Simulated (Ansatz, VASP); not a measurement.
# One calculation of BeTe, two programs

```
CELL_PARAMETERS angstrom
0.00000 2.83146 2.83146
2.83146 0.00000 2.83146
2.83146 2.83146 0.00000
ATOMIC_POSITIONS crystal
Be 0.00000 0.00000 0.00000
Te 0.75000 0.75000 0.75000
```

The cell comes from a database or a generator and needn't be the stable form of this composition.

Alike in both runs: task relaxation of cell and atoms; functional PBEsol; k mesh 8 × 8 × 8; occupations gaussian, width 0.02 eV; no spin polarisation.

```csv
,VASP,Ansatz
version,VASP 6.6.1,Ansatz 0.2.0
potentials or method,"VASP PAW PBE potentials, release 64 (Be, Te)","scalar-relativistic, plane waves, PAW"
plane-wave cutoff (eV),600,420
valence electrons in the cell,8,18
```

```tsv
	VASP	Ansatz	Ansatz less VASP
gap on the k mesh at the Fermi level, each at its own relaxed structure (eV)	1.83	1.84	+0.010
relaxed volume (Å³/atom)	22.10	22.02	-0.075
relaxed cell length with the largest relative difference (Å)	3.968	3.964	-0.0045
energy change over the relaxation (meV/atom)	-3	-4	-0.9
```

The two sets of potentials don't hold the same shells in valence.

Caveats: the PAW data sets were made with another functional, which shifts forces and pressure a little (VASP); spin-orbit coupling is left out, which moves the levels of the heavy elements. A k mesh can miss the band edges. As with any semilocal functional, this PBEsol gap is likely too small.
